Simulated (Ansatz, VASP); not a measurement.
# Two plane-wave programs on Al19Cu

```
Al Cu
1.0
     5.63722    0.00000    0.00000
    -2.81861    4.88197    0.00000
     0.00000    0.00000   21.20554
Al Cu
19 1
Cartesian
  0.0017 0.0010 6.0095
  -1.4093 2.4410 6.0067
  -0.0017 4.8830 6.0095
  1.4093 2.4390 6.0095
  1.4093 0.8137 8.3472
  -0.0008 3.2542 8.3353
  4.2279 0.8145 8.3353
  2.8194 3.2542 8.3353
  2.8310 1.6345 10.6511
  1.4093 4.0683 10.6094
  -0.0124 1.6345 10.6511
  -1.4093 4.0540 10.6511
  0.0004 0.0003 12.8807
  1.4093 2.4405 12.8807
  2.8182 0.0003 12.8807
  -0.0199 3.2432 15.1372
  1.4093 0.8137 15.2111
  2.8385 3.2432 15.1372
  4.2279 0.8366 15.1372
  -1.4093 2.4410 12.8390
```

The cell was built by a generator and needn't be a form met in nature.

Alike in both runs: functional r2SCAN; dispersion rVV10; k mesh 6 × 6 × 1; occupations methfessel-paxton of order 1, width 0.1 eV; no spin polarisation.

Ansatz relaxed the structure, and its values are those at the end. VASP's run is a single point on that final structure, the one shown.

```csv
,VASP,Ansatz
version,VASP 6.6.1,Ansatz 0.2.0
potentials or method,"VASP PAW PBE potentials, release 64 (Al, Cu)","scalar-relativistic, plane waves, PAW"
plane-wave cutoff (eV),520,500
valence electrons in the cell,68,76
```

Ansatz gave:

```
gap on the k mesh at the Fermi level (eV) : none
rms of the force components (eV/Å)        : 0.007
```

Which values does VASP return?

gap on the k mesh at the Fermi level (eV): none; rms of the force components (eV/Å): 0.006.

A gap of «none» marks a metal or a gap that the smearing closes. The two sets of potentials don't hold the same shells in valence. Ansatz warned: «structure_snapped_to_symmetry».

Caveats: the PAW data sets were made with another functional, which shifts forces and pressure a little (VASP).
